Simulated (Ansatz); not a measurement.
# Platinum, dhcp under revPBE: structure, energy and stiffness

What does revPBE give for platinum in the dhcp structure? We relax it, solve it on a dense k-mesh, then scale the cell to 7 volumes from 88 to 112 % of the relaxed one and try a fit of the equation of state. Spin polarisation is left out. The k-meshes are 13×13×4 for the relaxation; 17×17×5 for the dense run; 15×15×4 for the volumes.

Method: DFT revPBE, plane waves (420 eV) with PAW, scalar-relativistic; the PAW data stem from PBE, with regenerated cores, in Ansatz 0.2.0.

## (1) Starting point

The structure is hexagonal, space group P6_3/mmc (No. 194). The conventional cell has a = 2.774 Å, b = 2.774 Å, c = 9.060 Å, α = 90.00°, β = 90.00°, γ = 120.00°. Pt (site symmetry -3m) has 12 Pt at 2.77 Å as nearest neighbours. Around Pt (site symmetry -6m2) lie 12 Pt at 2.77 Å.

Coordinates:

```
CELL_PARAMETERS angstrom
2.77405 0.00000 0.00000
-1.38702 2.40239 0.00000
0.00000 0.00000 9.06004
ATOMIC_POSITIONS crystal
Pt 0.00000 0.00000 0.00000
Pt 0.00000 0.00000 0.50000
Pt 0.33333 0.66667 0.25000
Pt 0.66667 0.33333 0.75000
```

## (2) Relaxing cell and atoms

input.yaml

```yaml
crystal:
  lattice:
    - [2.7740467412, 0.0, 0.0]
    - [-1.3870233706, 2.4023949491, 0.0]
    - [0.0, 0.0, 9.0600366567]
  atoms:
    - { symbol: Pt, position: [0.0, 0.0, 0.0] }
    - { symbol: Pt, position: [0.0, 0.0, 0.5] }
    - { symbol: Pt, position: [0.3333333333, 0.6666666667, 0.25] }
    - { symbol: Pt, position: [0.6666666667, 0.3333333333, 0.75] }
hamiltonian:
  xc: revpbe
  pseudopotentials:
    kind: paw
    azcp:
      Pt: "pseudopotentials/Pt.paw.azcp"
basis:
  ecutwfc: 420
  fft_grid_basis: typed
kpoints:
  mp_grid: { grid: [13, 13, 4], shift: [0, 0, 0] }
magnetization:
  spin_polarized: false
scf:
  occupations: { method: fermi_dirac, width: 0.1 }
relax:
  max_steps: 60
  f_tol: 0.01
  cell: {}
```

The program printed:

```text
Warning: RAYON_NUM_THREADS=2 ignored (pool sized by the plan → 2); use --threads N
Engine: ansatz 0.2.0, x86_64-unknown-linux-gnu
Pseudopotentials: kind: paw
Pseudopotential: Pt, paw, valence charge 18, recommended cutoff 420 eV (normal), <dir>
Functional definition: revPBE
  parameter kappa = 1.245
  parameter beta = 0.06672455060314922
  exchange = pbe_x(kappa = kappa, mu = beta*pi^2/3)
  correlation = pbe_c(beta = beta)
Crystal: 4 atoms, lattice volume = 60.379 Å³
Basis set: ecut = 420 eV, 1195 PW (Γ), exchange–correlation on 40×40×128 points (8 copies of the dense FFT grid, shifted against one another)
Bands: 44, of which v1, the nominal top of the filled ones, is band 36 counted from 1 (35 counted from 0)
Symmetry: 24 space group operations
Space group: P63/mmc (ITA 194), of the structure as read, at distance tolerance 3.9e-5 Å
k-points: 63 of 676
Non-local potential: Pt, projectors of the file, l = 0: 3, l = 1: 2, l = 2: 2, l = 3: 1
PAW form: soft (Blöchl's): semilocal exchange-correlation on the pseudo side does not see the compensation charge
PAW frozen core: Pt, regenerated for the run's functional, and the local potential with it (the file was generated under x = pbe(κ = 0.804, μ = 0.2195149727645171), c = pbe(β = 0.06672455060314922))
PAW one-centre angular grid: Pt, 590 points (default); XC on 64 Gauss nodes
Initial density: superposition of atomic densities (neutral atoms: chi_scale 0, normalization atom), corrected by the library's trained network
Initial wavefunctions: pseudopotential atomic-orbital guess
Functional: x = revpbe(κ = 1.245, μ = 0.2195149727645171), c = pbe(β = 0.06672455060314922)
SCF iter   1: F=—  HF=-50131.128795 eV  |F-HF|=—  |Δ(HF+E_count)|=         —  Δρ=5.69e-3  dr2=9.73e-3  ethr=1.77e-3  ⟨swp⟩=5.9  Hψ=9681  notcnv=0  defer=29
preconditioner: auto → Kerker (q_TF=auto, 2.810 Å⁻¹)  [metal: Δε(μ)=0.012 eV  Ē_g=9.509 eV  σ=0.100 eV  W_gap=0.03  n_scr=26 (ndim 8)  ℏωp=30.2 eV  f_vac=0.000  D(μ)=7.42/eV (n_scr^D=96)]
SCF iter   2: F=—  HF=-50131.133082 eV  |F-HF|=—  |Δ(HF+E_count)|=   4.29e-3  Δρ=3.04e-3  dr2=2.78e-3  ethr=1.35e-5  ⟨swp⟩=1.8  Hψ=3951  notcnv=0  defer=31
SCF iter   3: F=—  HF=-50131.134187 eV  |F-HF|=—  |Δ(HF+E_count)|=   1.11e-3  Δρ=3.38e-4  dr2=6.36e-5  ethr=3.87e-6  ⟨swp⟩=2.2  Hψ=3753  notcnv=0  defer=31
SCF iter   4: F=—  HF=-50131.134188 eV  |F-HF|=—  |Δ(HF+E_count)|=   6.50e-7  Δρ=7.83e-5  dr2=6.59e-6  ethr=8.83e-8  ⟨swp⟩=2.5  Hψ=3781  notcnv=0  defer=31
SCF iter   5: F=—  HF=-50131.134187 eV  |F-HF|=—  |Δ(HF+E_count)|=   4.34e-7  Δρ=2.18e-5  dr2=3.16e-7  ethr=9.15e-9  ⟨swp⟩=1.0  Hψ=2702  notcnv=0  defer=31
SCF iter   6: F=-50131.134187 eV  HF=-50131.134187 eV  |F-HF|=1.59e-9  |Δ(HF+E_count)|=  9.46e-10  Δρ=3.83e-6  dr2=7.53e-9  ethr=1.39e-10  ⟨swp⟩=4.0  Hψ=8829  notcnv=0
SCF 1 converged in 6 iterations: F = -50131.134187 eV  dr2 = 7.53e-9
relax step   1: F+E_penalty+E_count = -50131.13418715 eV  Δ(F+E_penalty+E_count) = +0.000e0 eV  max|allowed force component| = 1.457e-16 eV/Å  Δτ_max = 0.0000 Å  P = +13.935 GPa  Ω = 60.379 Å³  (6 SCF iters, dr2 threshold 1.00e-7 eV, accepted)
Crystal: 4 atoms, lattice volume = 67.863 Å³
Basis set: ecut = 420 eV, 1315 PW (Γ), exchange–correlation on 40×40×128 points (8 copies of the dense FFT grid, shifted against one another)
Initial density: handed on by an earlier stage of this run
Initial wavefunctions: those handed on with the density
iter 1 solved again at ethr=5.91e-5 eV; its pass at ethr=3.10e-3 eV (dr2=4.26e-2 eV) is discarded
SCF iter   1: F=—  HF=-50131.102903 eV  |F-HF|=—  |Δ(HF+E_count)|=         —  Δρ=9.19e-3  dr2=4.47e-2  ethr=5.91e-5  ⟨swp⟩=1.2  Hψ=11920  notcnv=0
preconditioner: auto → Kerker (q_TF=auto, 2.755 Å⁻¹)  [metal: Δε(μ)=0.006 eV  Ē_g=8.405 eV  σ=0.100 eV  W_gap=0.01  n_scr=26 (ndim 8)  ℏωp=28.5 eV  f_vac=0.000  D(μ)=8.59/eV (n_scr^D=122)]
SCF iter   2: F=—  HF=-50131.096662 eV  |F-HF|=—  |Δ(HF+E_count)|=   6.24e-3  Δρ=5.41e-3  dr2=1.51e-2  ethr=5.91e-5  ⟨swp⟩=1.0  Hψ=2772  notcnv=0
SCF iter   3: F=—  HF=-50131.094597 eV  |F-HF|=—  |Δ(HF+E_count)|=   2.06e-3  Δρ=7.25e-4  dr2=1.80e-4  ethr=2.09e-5  ⟨swp⟩=2.0  Hψ=3762  notcnv=0
SCF iter   4: F=—  HF=-50131.094633 eV  |F-HF|=—  |Δ(HF+E_count)|=   3.53e-5  Δρ=1.60e-4  dr2=1.32e-5  ethr=2.50e-7  ⟨swp⟩=3.0  Hψ=5521  notcnv=0
SCF iter   5: F=—  HF=-50131.094636 eV  |F-HF|=—  |Δ(HF+E_count)|=   3.03e-6  Δρ=5.08e-5  dr2=1.25e-6  ethr=1.84e-8  ⟨swp⟩=2.0  Hψ=3909  notcnv=0
SCF iter   6: F=-50131.094636 eV  HF=-50131.094636 eV  |F-HF|=3.17e-9  |Δ(HF+E_count)|=   5.54e-7  Δρ=1.49e-5  dr2=1.12e-7  ethr=5.56e-10  ⟨swp⟩=4.0  Hψ=8673  notcnv=0
SCF 2 converged in 6 iterations: F = -50131.094636 eV  dr2 = 1.12e-7
relax step   2: F+E_penalty+E_count = -50131.09463629 eV  Δ(F+E_penalty+E_count) = +3.955e-2 eV  max|allowed force component| = 5.551e-17 eV/Å  Δτ_max = 0.0000 Å  P = -12.416 GPa  Ω = 67.863 Å³  energy of the carried Pulay correction = -3.685e-3 eV  (6 SCF iters, dr2 threshold 4.00e-7 eV, rejected (line search))
Crystal: 4 atoms, lattice volume = 63.583 Å³
Basis set: ecut = 420 eV, 1267 PW (Γ), exchange–correlation on 40×40×128 points (8 copies of the dense FFT grid, shifted against one another)
iter 1 solved again at ethr=1.85e-5 eV; its pass at ethr=3.10e-3 eV (dr2=1.33e-2 eV) is discarded
SCF iter   1: F=—  HF=-50131.274724 eV  |F-HF|=—  |Δ(HF+E_count)|=         —  Δρ=5.14e-3  dr2=1.38e-2  ethr=1.85e-5  ⟨swp⟩=1.2  Hψ=11661  notcnv=0
preconditioner: auto → Kerker (q_TF=auto, 2.785 Å⁻¹)  [metal: Δε(μ)=0.001 eV  Ē_g=8.983 eV  σ=0.100 eV  W_gap=0.00  n_scr=26 (ndim 8)  ℏωp=29.5 eV  f_vac=0.000  D(μ)=7.90/eV (n_scr^D=110)]
SCF iter   2: F=—  HF=-50131.272382 eV  |F-HF|=—  |Δ(HF+E_count)|=   2.34e-3  Δρ=3.00e-3  dr2=4.40e-3  ethr=1.85e-5  ⟨swp⟩=1.0  Hψ=2772  notcnv=0
SCF iter   3: F=—  HF=-50131.271607 eV  |F-HF|=—  |Δ(HF+E_count)|=   7.75e-4  Δρ=4.18e-4  dr2=5.31e-5  ethr=6.12e-6  ⟨swp⟩=2.0  Hψ=3841  notcnv=0
SCF iter   4: F=—  HF=-50131.271601 eV  |F-HF|=—  |Δ(HF+E_count)|=   5.96e-6  Δρ=8.40e-5  dr2=3.12e-6  ethr=7.37e-8  ⟨swp⟩=2.8  Hψ=5314  notcnv=0
SCF iter   5: F=—  HF=-50131.271599 eV  |F-HF|=—  |Δ(HF+E_count)|=   1.50e-6  Δρ=2.65e-5  dr2=3.09e-7  ethr=4.34e-9  ⟨swp⟩=2.2  Hψ=4363  notcnv=0
SCF iter   6: F=—  HF=-50131.271599 eV  |F-HF|=—  |Δ(HF+E_count)|=   9.07e-8  Δρ=6.47e-6  dr2=1.86e-8  ethr=4.29e-10  ⟨swp⟩=2.6  Hψ=4277  notcnv=0
SCF iter   7: F=—  HF=-50131.271599 eV  |F-HF|=—  |Δ(HF+E_count)|=   3.44e-9  Δρ=9.67e-7  dr2=4.40e-10  ethr=2.58e-11  ⟨swp⟩=2.5  Hψ=4420  notcnv=0
SCF iter   8: F=-50131.271599 eV  HF=-50131.271599 eV  |F-HF|=7.28e-12  |Δ(HF+E_count)|=  8.73e-11  Δρ=2.39e-7  dr2=2.26e-11  ethr=1.00e-12  ⟨swp⟩=4.0  Hψ=9010  notcnv=0
SCF 3 converged in 8 iterations: F = -50131.271599 eV  dr2 = 2.26e-11
relax step   3: F+E_penalty+E_count = -50131.27159933 eV  Δ(F+E_penalty+E_count) = -1.374e-1 eV  max|allowed force component| = 8.095e-17 eV/Å  Δτ_max = 0.0000 Å  P = +0.144 GPa  Ω = 63.583 Å³  energy of the carried Pulay correction = -1.631e-3 eV  (8 SCF iters, accepted)
Crystal: 4 atoms, lattice volume = 63.643 Å³
iter 1 solved again at ethr=6.72e-7 eV; its pass at ethr=3.10e-3 eV (dr2=4.84e-4 eV) is discarded
SCF iter   1: F=—  HF=-50131.273212 eV  |F-HF|=—  |Δ(HF+E_count)|=         —  Δρ=1.05e-3  dr2=2.04e-4  ethr=6.72e-7  ⟨swp⟩=2.2  Hψ=11064  notcnv=0
preconditioner: auto → Kerker (q_TF=auto, 2.785 Å⁻¹)  [metal: Δε(μ)=0.006 eV  Ē_g=8.959 eV  σ=0.100 eV  W_gap=0.02  n_scr=26 (ndim 8)  ℏωp=29.4 eV  f_vac=0.000  D(μ)=7.87/eV (n_scr^D=110)]
SCF iter   2: F=—  HF=-50131.273136 eV  |F-HF|=—  |Δ(HF+E_count)|=   7.63e-5  Δρ=4.74e-4  dr2=4.05e-5  ethr=2.83e-7  ⟨swp⟩=1.0  Hψ=2772  notcnv=0
SCF iter   3: F=—  HF=-50131.273127 eV  |F-HF|=—  |Δ(HF+E_count)|=   9.25e-6  Δρ=5.49e-5  dr2=6.33e-7  ethr=5.62e-8  ⟨swp⟩=1.6  Hψ=3241  notcnv=0
iter 4 did not close the SCF: its close was put off for the readings that it lacked (scf_convergence_deferred on its scf_iter line)
SCF iter   4: F=-50131.273127 eV  HF=-50131.273127 eV  |F-HF|=7.98e-9  |Δ(HF+E_count)|=   1.17e-7  Δρ=6.43e-6  dr2=2.30e-8  ethr=8.79e-10  ⟨swp⟩=2.5  Hψ=4896  notcnv=0
iter 5 did not close the SCF: its close was put off for the readings that it lacked (scf_convergence_deferred on its scf_iter line)
SCF iter   5: F=-50131.273127 eV  HF=-50131.273127 eV  |F-HF|=1.84e-9  |Δ(HF+E_count)|=  2.40e-10  Δρ=1.83e-6  dr2=2.78e-9  ethr=3.20e-11  ⟨swp⟩=2.3  Hψ=4453  notcnv=0
SCF iter   6: F=-50131.273127 eV  HF=-50131.273127 eV  |F-HF|=1.46e-11  |Δ(HF+E_count)|=  2.98e-10  Δρ=4.83e-7  dr2=7.70e-11  ethr=3.86e-12  ⟨swp⟩=1.0  Hψ=5796  notcnv=0
SCF 4 converged in 6 iterations: F = -50131.273127 eV  dr2 = 7.70e-11
relax step   4: F+E_penalty+E_count = -50131.27312696 eV  Δ(F+E_penalty+E_count) = -1.528e-3 eV  max|allowed force component| = 7.401e-17 eV/Å  Δτ_max = 0.0000 Å  P = -0.070 GPa  Ω = 63.643 Å³  energy of the carried Pulay correction = -1.659e-3 eV  (6 SCF iters, dr2 threshold 4.00e-7 eV, accepted)
Crystal: 4 atoms, lattice volume = 63.637 Å³
iter 1 solved again at ethr=1.21e-6 eV; its pass at ethr=3.10e-3 eV (dr2=8.72e-4 eV) is discarded
SCF iter   1: F=—  HF=-50131.274653 eV  |F-HF|=—  |Δ(HF+E_count)|=         —  Δρ=2.10e-3  dr2=8.13e-4  ethr=1.21e-6  ⟨swp⟩=2.3  Hψ=12918  notcnv=0
preconditioner: auto → Kerker (q_TF=auto, 2.785 Å⁻¹)  [metal: Δε(μ)=0.007 eV  Ē_g=8.953 eV  σ=0.100 eV  W_gap=0.02  n_scr=26 (ndim 8)  ℏωp=29.4 eV  f_vac=0.000  D(μ)=7.73/eV (n_scr^D=108)]
SCF iter   2: F=—  HF=-50131.274493 eV  |F-HF|=—  |Δ(HF+E_count)|=   1.61e-4  Δρ=9.54e-4  dr2=1.63e-4  ethr=1.13e-6  ⟨swp⟩=1.0  Hψ=2772  notcnv=0
SCF iter   3: F=—  HF=-50131.274423 eV  |F-HF|=—  |Δ(HF+E_count)|=   7.00e-5  Δρ=1.13e-4  dr2=2.23e-6  ethr=2.26e-7  ⟨swp⟩=1.9  Hψ=4381  notcnv=0
iter 4 did not close the SCF: its close was put off for the readings that it lacked (scf_convergence_deferred on its scf_iter line)
SCF iter   4: F=-50131.274424 eV  HF=-50131.274424 eV  |F-HF|=3.07e-8  |Δ(HF+E_count)|=   8.54e-7  Δρ=1.60e-5  dr2=1.09e-7  ethr=3.10e-9  ⟨swp⟩=2.3  Hψ=5000  notcnv=0
iter 5 did not close the SCF: its close was put off for the readings that it lacked (scf_convergence_deferred on its scf_iter line)
SCF iter   5: F=-50131.274424 eV  HF=-50131.274424 eV  |F-HF|=5.72e-9  |Δ(HF+E_count)|=   1.92e-9  Δρ=3.45e-6  dr2=9.32e-9  ethr=1.51e-10  ⟨swp⟩=2.0  Hψ=4458  notcnv=0
SCF iter   6: F=-50131.274424 eV  HF=-50131.274424 eV  |F-HF|=2.18e-11  |Δ(HF+E_count)|=   1.60e-9  Δρ=6.18e-7  dr2=1.39e-10  ethr=1.29e-11  ⟨swp⟩=1.5  Hψ=6431  notcnv=0
SCF 5 converged in 6 iterations: F = -50131.274424 eV  dr2 = 1.39e-10
relax step   5: F+E_penalty+E_count = -50131.27442356 eV  Δ(F+E_penalty+E_count) = -1.297e-3 eV  max|allowed force component| = 9.252e-17 eV/Å  Δτ_max = 0.0000 Å  P = -0.011 GPa  Ω = 63.637 Å³  energy of the carried Pulay correction = -1.654e-3 eV  (6 SCF iters, dr2 threshold 4.00e-7 eV, accepted)
Initial wavefunctions: pseudopotential atomic-orbital guess (no wavefunctions were taken with the density)
iter 1 solved again at ethr=2.13e-8 eV; its pass at ethr=3.10e-3 eV (dr2=1.54e-5 eV) is discarded
SCF iter   1: F=—  HF=-50131.275788 eV  |F-HF|=—  |Δ(HF+E_count)|=         —  Δρ=1.75e-4  dr2=2.31e-6  ethr=2.13e-8  ⟨swp⟩=3.2  Hψ=16091  notcnv=0
preconditioner: auto → Kerker (q_TF=auto, 2.785 Å⁻¹)  [metal: Δε(μ)=0.009 eV  Ē_g=8.952 eV  σ=0.100 eV  W_gap=0.02  n_scr=26 (ndim 8)  ℏωp=29.4 eV  f_vac=0.000  D(μ)=7.76/eV (n_scr^D=108)]
SCF iter   2: F=—  HF=-50131.275763 eV  |F-HF|=—  |Δ(HF+E_count)|=   2.49e-5  Δρ=9.03e-5  dr2=5.87e-7  ethr=3.20e-9  ⟨swp⟩=1.0  Hψ=2849  notcnv=0
SCF iter   3: F=—  HF=-50131.275769 eV  |F-HF|=—  |Δ(HF+E_count)|=   5.51e-6  Δρ=3.90e-6  dr2=2.29e-9  ethr=8.15e-10  ⟨swp⟩=3.0  Hψ=5101  notcnv=0
SCF iter   4: F=—  HF=-50131.275769 eV  |F-HF|=—  |Δ(HF+E_count)|=   4.72e-9  Δρ=5.87e-7  dr2=1.06e-10  ethr=3.17e-12  ⟨swp⟩=2.0  Hψ=3945  notcnv=0
iter 5 did not close the SCF: its close was put off for the readings that it lacked (scf_convergence_deferred on its scf_iter line)
SCF iter   5: F=-50131.275769 eV  HF=-50131.275769 eV  |F-HF|=7.28e-12  |Δ(HF+E_count)|=  6.55e-11  Δρ=1.36e-7  dr2=7.39e-12  ethr=1.00e-12  ⟨swp⟩=1.0  Hψ=2772  notcnv=0
iter 6 did not close the SCF: its close was put off for the readings that it lacked (scf_convergence_deferred on its scf_iter line)
SCF iter   6: F=-50131.275769 eV  HF=-50131.275769 eV  |F-HF|=1.46e-11  |Δ(HF+E_count)|=  1.46e-11  Δρ=2.03e-8  dr2=2.00e-13  ethr=1.00e-12  ⟨swp⟩=1.0  Hψ=2772  notcnv=0
iter 7 did not close the SCF: its close was put off for the readings that it lacked (scf_convergence_deferred on its scf_iter line)
SCF iter   7: F=-50131.275769 eV  HF=-50131.275769 eV  |F-HF|=1.46e-11  |Δ(HF+E_count)|=  1.46e-11  Δρ=6.20e-9  dr2=2.18e-14  ethr=1.00e-12  ⟨swp⟩=1.0  Hψ=2772  notcnv=0
iter 8 did not close the SCF: its close was put off for the readings that it lacked (scf_convergence_deferred on its scf_iter line)
SCF iter   8: F=-50131.275769 eV  HF=-50131.275769 eV  |F-HF|=0.00e0  |Δ(HF+E_count)|=  7.28e-12  Δρ=1.25e-9  dr2=1.37e-15  ethr=1.00e-12  ⟨swp⟩=1.0  Hψ=2772  notcnv=0
SCF iter   9: F=-50131.275769 eV  HF=-50131.275769 eV  |F-HF|=1.46e-11  |Δ(HF+E_count)|=    0.00e0  Δρ=3.45e-10  dr2=3.86e-17  ethr=1.00e-12  ⟨swp⟩=1.0  Hψ=5796  notcnv=0
SCF 6 converged in 9 iterations: F = -50131.275769 eV  dr2 = 3.86e-17
relax step   6: F+E_penalty+E_count = -50131.27576862 eV  Δ(F+E_penalty+E_count) = -1.345e-3 eV  max|allowed force component| = 1.180e-16 eV/Å  Δτ_max = 0.0000 Å  P = -0.035 GPa  Ω = 63.637 Å³  stress off target by 3.98e-2 GPa  SCF on the basis re-selected at this cell (its energy is not comparable with the rows above)  (9 SCF iters)
basis re-selected at this cell: Δ(F+E_penalty+E_count) = -1.345e-3 eV, ΔP = -0.023 GPa vs the last step (what re-selecting the basis moved, of the pressure what is left beyond the Pulay correction that the steps carried, after the strain that the cell walked since its last selection, with what the two solves' SCF thresholds leave and, on support functions, any second-order correction that the steps lacked; it is no measure of the basis error at this ecutwfc). This SCF's stress stands 3.98e-2 GPa from its target on what of the cell is left free (relax.cell.stress_tol is 5.00e-2 GPa) and its largest allowed force component is 1.18e-16 eV/Å (relax.f_tol is 1.00e-2 eV/Å): within both
SCF converged after 9 iterations
Free energy (F): -50131.275769 eV
Harris-Foulkes:  -50131.275769 eV  (|F-HF|=1.46e-11)
Internal energy: -50131.030444 eV  (E = F + TS)
E sigma→0 (E₀):  -50131.153106 eV
Entropy (-TS):   -0.245325 eV (-61.331 meV/atom)
Fermi energy:    21.855783 eV
--- Per-component energies (eV) ---
  E_band       = -606.265530
  E_kinetic    = 2546.479988
  E_local      = -6128.932959  (includes V_loc(G=0)·N_el)
  E_nonlocal   = 797.716966
  E_hartree    = 2269.019313
  E_xc         = -1046.216583
  E_vxc        = -1208.926409  (∫ρ·V_xc dr)
  E_paw        = -37854.325235  (= ΣΔE_a)
  E_vpaw       = -1150.642611  (= ΣTr[D̂ρ^β])
  E_aug_tail   = 0.000870  (compensation charges beyond the density's cutoff)
  E_ewald      = -10714.664752
  E_core_change = -0.108051  (= ΣΔE_core)
  E_smearing   = -0.245325  (= −TS)
  E_closure    = 0.000000  (closes the sum)
  Σ components = -50131.275769   (vs F -50131.275769, Δ=0.00e0)
--- Forces (eV/Å), atoms counted from 1 ---
  atom   1  Pt    -0.00000000     0.00000000    -0.00000000
  atom   2  Pt     0.00000000     0.00000000     0.00000000
  atom   3  Pt     0.00000000    -0.00000000     0.00000000
  atom   4  Pt     0.00000000     0.00000000     0.00000000
  max |Σ_I F_I| component: 3.70e-17 eV/Å
--- Stress (GPa, compression-positive) ---
       -0.039816      -0.000000       0.000000
        0.000000      -0.039816       0.000000
        0.000000       0.000000      -0.024708
  P = ⅓ Tr σ = -0.0348 GPa (-0.348 kbar)
--- Relaxed structure (5 steps of the walk, 4 accepted, 1 SCFs on fresh bases) ---
  F+E_penalty+E_count = -50131.27576862 eV   max|allowed force component| = 1.180e-16 eV/Å   (the final SCF, on the basis selected at the relaxed cell)
  cell:  # Å, volume = 63.6372 Å³
    - [2.802108778911059, 0.0, 0.0]
    - [-1.4010543894555294, 2.42669738670437, 0.0]
    - [0.0, 0.0, 9.358594463386627]
  atoms:
    - { symbol: Pt, position: [-4.07559528383491e-34, -6.805851287250974e-35, 0.0] }
    - { symbol: Pt, position: [-4.46256635096058e-34, -1.599166284059587e-34, 0.49999999999999994] }
    - { symbol: Pt, position: [0.3333333333333333, 0.6666666666666667, 0.24999999999999997] }
    - { symbol: Pt, position: [0.6666666666666667, 0.33333333333333337, 0.75] }
```

Run time: 22 s. Hardware: 2 threads of an x86-64 CPU, shared host; peak memory 0.49 GiB.

The steps of the relaxation:

```tsv
step	energy change (meV/atom)	largest force (eV/Å)	pressure (GPa)	volume (Å³/atom)	accepted
1	0.00	0.0000	13.93	15.095	yes
2	9.89	0.0000	-12.42	16.966	no
3	-34.35	0.0000	0.14	15.896	yes
4	-34.73	0.0000	-0.07	15.911	yes
5	-35.06	0.0000	-0.01	15.909	yes
6	-35.40	0.0000	-0.03	15.909	yes
```

Steps that repeat a cell are solved on a basis chosen anew, so their changes of energy are no gain of the relaxation.

Changes in the cell that was computed:

|  | before | after | change |
| --- | --- | --- | --- |
| a (Å) | 2.774 | 2.802 | +1.0 % |
| b (Å) | 2.774 | 2.802 | +1.0 % |
| c (Å) | 9.060 | 9.359 | +3.3 % |
| volume (Å³/atom) | 15.095 | 15.909 | +5.4 % |
| shortest distance (Å) | 2.774 | 2.802 | +1.0 % |
| space group (spins left aside) | P6_3/mmc | P6_3/mmc | same |

## (3) Single point on a dense mesh

input.yaml

```yaml
crystal:
  lattice:
    - [2.8021087789, 0.0, 0.0]
    - [-1.4010543895, 2.4266973867, 0.0]
    - [0.0, 0.0, 9.3585944634]
  atoms:
    - { symbol: Pt, position: [1.0, 1.0, 0.0] }
    - { symbol: Pt, position: [1.0, 1.0, 0.5] }
    - { symbol: Pt, position: [0.3333333333, 0.6666666667, 0.25] }
    - { symbol: Pt, position: [0.6666666667, 0.3333333333, 0.75] }
hamiltonian:
  xc: revpbe
  pseudopotentials:
    kind: paw
    azcp:
      Pt: "pseudopotentials/Pt.paw.azcp"
basis:
  ecutwfc: 420
  fft_grid_basis: typed
kpoints:
  mp_grid: { grid: [17, 17, 5], shift: [0, 0, 0] }
magnetization:
  spin_polarized: false
scf:
  occupations: { method: fermi_dirac, width: 0.1 }
output:
  write_density: true
  write_potential: true
  elf: true
  volumetric_format: npy
```

The program printed, cut to the lines that bear on the results:

```text
Warning: RAYON_NUM_THREADS=2 ignored (pool sized by the plan → 2); use --threads N
[...]
[... 3 set-up lines as earlier in the session ...]
[...]
Crystal: 4 atoms, lattice volume = 63.637 Å³
Basis set: ecut = 420 eV, 1267 PW (Γ)
Bands: 44, of which v1, the nominal top of the filled ones, is band 36 counted from 1 (35 counted from 0)
[... 1 set-up line as earlier in the session ...]
Space group: P63/mmc (ITA 194), of the structure as read, at distance tolerance 4.0e-5 Å
k-points: 99 of 1445
[...]
SCF iter   1: F=—  HF=-50131.284228 eV  |F-HF|=—  |Δ(HF+E_count)|=         —  Δρ=5.29e-3  dr2=9.15e-3  ethr=1.77e-3  ⟨swp⟩=5.8  Hψ=14800  notcnv=0  defer=44
[...]
SCF iter   6: F=-50131.289503 eV  HF=-50131.289503 eV  |F-HF|=6.18e-10  |Δ(HF+E_count)|=   1.72e-8  Δρ=4.31e-6  dr2=7.48e-9  ethr=1.39e-10  ⟨swp⟩=5.5  Hψ=10619  notcnv=0
[...]
SCF converged after 6 iterations
Free energy (F): -50131.289503 eV
[...]
E sigma→0 (E₀):  -50131.172262 eV
Entropy (-TS):   -0.234484 eV (-58.621 meV/atom)
Fermi energy:    21.858010 eV
[...]
--- Band table (eV; the first three rows and the last of 99) ---
[...]
```

Run time: 5.2 s. Hardware: 2 threads of an x86-64 CPU, shared host; peak memory 0.51 GiB.

Density in a lattice plane of the grid's cell (edges 2.80 and 9.36 Å, at 0.000 of the third edge), which holds Pt.

Values in e/Å³, 12 rows by 6 columns:
```
 2.41  1.30  0.38  0.23  0.38  1.30
 0.24  0.27  0.38  0.48  0.38  0.27
 0.25  0.39  1.07  1.96  1.07  0.39
 0.24  0.27  0.39  0.49  0.39  0.27
 2.56  1.38  0.39  0.23  0.39  1.38
11.74  7.30  1.06  0.37  1.06  7.30
 2.56  1.38  0.39  0.23  0.39  1.38
 0.24  0.27  0.39  0.49  0.39  0.27
 0.25  0.39  1.07  1.96  1.07  0.39
 0.24  0.27  0.38  0.48  0.38  0.27
 2.41  1.30  0.38  0.23  0.38  1.30
11.93  7.46  1.09  0.37  1.09  7.46
```
Columns run along the first of these edges and rows up along the second, over one cell in 6 and 12 even steps from the bottom left corner. Atoms in the plane (fractional): Pt at (0.00, 0.00), Pt at (0.00, 0.50).

ELF in the same plane.

Ten even steps from '0' (0.21) to '9' (0.68):
```
98510158
22100012
00000000
00023200
00135310
00023200
00000000
22100012
98510158
99711179
98510158
22100012
00000000
00023200
00135310
00023200
00000000
22100012
98510158
99721279
```
Columns run along the first of these edges and rows up along the second, over one cell in 8 and 20 even steps from the bottom left corner. Atoms in the plane (fractional): Pt at (0.00, 0.00), Pt at (0.00, 0.50).

Both are smooth fields of the valence electrons: close to the nuclei they are not physical.

[end of part 1 of 2]
